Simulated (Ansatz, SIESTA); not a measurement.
Given: the input of a run of Ansatz 0.2.0 on CsPbCl3. 

The input input.yaml:

```yaml
crystal:
  lattice:
    - [5.605, 0.0, 0.0]
    - [0.0, 5.605, 0.0]
    - [0.0, 0.0, 5.605]
  atoms:
    - { symbol: Pb, position: [0.5, 0.5, 0.5] }
    - { symbol: Cs, position: [0.0, 0.0, 0.0] }
    - { symbol: Cl, position: [0.5, 0.0, 0.5] }
    - { symbol: Cl, position: [0.0, 0.5, 0.5] }
    - { symbol: Cl, position: [0.5, 0.5, 0.0] }
hamiltonian:
  xc: pbesol
  pseudopotentials: { kind: paw }
kpoints:
  mp_grid: { grid: [5, 5, 5] }
scf:
  occupations: { method: fermi_dirac, width: 0.05 }
output:
  forces: true
  stress: true
  eigenvalues: true
  write_density: true
  write_potential: true
  elf: true
  volumetric_format: npy
```

Potentials or basis: Ansatz PAW.

Launch:

```sh
$ ansatz run input.yaml --threads 1 --pin off --max-ram 3584MiB --backend cpu --events-out ev --progress --plain --runs-dir out
```

Q: Set up the same calculation for SIESTA 5.4.2. Potentials or basis there: files PseudoDojo sr-pbesol-0.4.1-standard, DZP (energy shift 0.003 Ry; two zetas on semicore shells; d shell added on Cs).

A: As run (cutoffs and basis follow the program's own potentials, and thresholds, step limits or extra output files can differ):

Contents of CsPbCl3.fdf:

```
SystemName                      CsPbCl3
SystemLabel                     CsPbCl3
NumberOfSpecies                 3
NumberOfAtoms                   5
%block ChemicalSpeciesLabel
  1  82 Pb
  2  55 Cs
  3  17 Cl
%endblock ChemicalSpeciesLabel

LatticeConstant                 1.0 Ang
%block LatticeVectors
     5.6050000000     0.0000000000     0.0000000000
     0.0000000000     5.6050000000     0.0000000000
     0.0000000000     0.0000000000     5.6050000000
%endblock LatticeVectors
AtomicCoordinatesFormat         Fractional
%block AtomicCoordinatesAndAtomicSpecies
     0.5000000000     0.5000000000     0.5000000000  1  Pb
     0.0000000000     0.0000000000     0.0000000000  2  Cs
     0.5000000000     0.0000000000     0.5000000000  3  Cl
     0.0000000000     0.5000000000     0.5000000000  3  Cl
     0.5000000000     0.5000000000     0.0000000000  3  Cl
%endblock AtomicCoordinatesAndAtomicSpecies

%block kgrid.MonkhorstPack
    5   0   0  0.0
    0   5   0  0.0
    0   0   5  0.0
%endblock kgrid.MonkhorstPack
XC.Functional                   GGA
XC.Authors                      PBEsol
PAO.BasisSize                   DZP
PAO.EnergyShift                 0.003 Ry
Mesh.Cutoff                     800 Ry
OccupationFunction              FD
ElectronicTemperature           0.05 eV
MaxSCFIterations                120
SCF.MustConverge                false
SCF.Mixer.Method                Pulay
SCF.Mixer.Weight                0.25
SCF.Mixer.History               8
SCF.DM.Tolerance                5.0e-05
SCF.H.Tolerance                 1.0e-03 eV
WriteForces                     true
Charge.Mulliken                 end
Charge.Hirshfeld                end
Charge.Voronoi                  end
SaveRho                         true
SaveElectrostaticPotential      true
%block PAO.Basis
  Pb 4
  n=6 0 2
    6.155 0.000
  n=6 1 2
    8.826 0.000
  n=5 2 2
    4.164 0.000
  n=6 2 1
    8.826
  Cs 5
  n=5 0 2
    4.696 0.000
  n=6 0 2
    9.500 0.000
  n=5 1 2
    5.738 0.000
  n=6 1 1
    9.500
  n=5 2 1
    7.000
%endblock PAO.Basis
```

Potentials or basis: PseudoDojo 0.4 standard (PBEsol files), converted to PSML, two zetas on semicore shells, DZP (energy shift 0.003 Ry; two zetas on semicore shells; d shell added on Cs).

Command:

```bash
$ siesta CsPbCl3.fdf > CsPbCl3.out 2>&1
```

Both were run:

|  | Ansatz | SIESTA |
| --- | --- | --- |
| Pressure | 0.1 GPa | 0.5 GPa |

Ansatz's pressure holds a Pulay term of +0.00 GPa for its cutoff of 420 eV, which the other run lacks.

Ansatz's potentials were made for PBE.

Where Ansatz's input types no cutoff or centring, it takes its own default and a Γ-centred mesh.

Pressure is positive in compression.
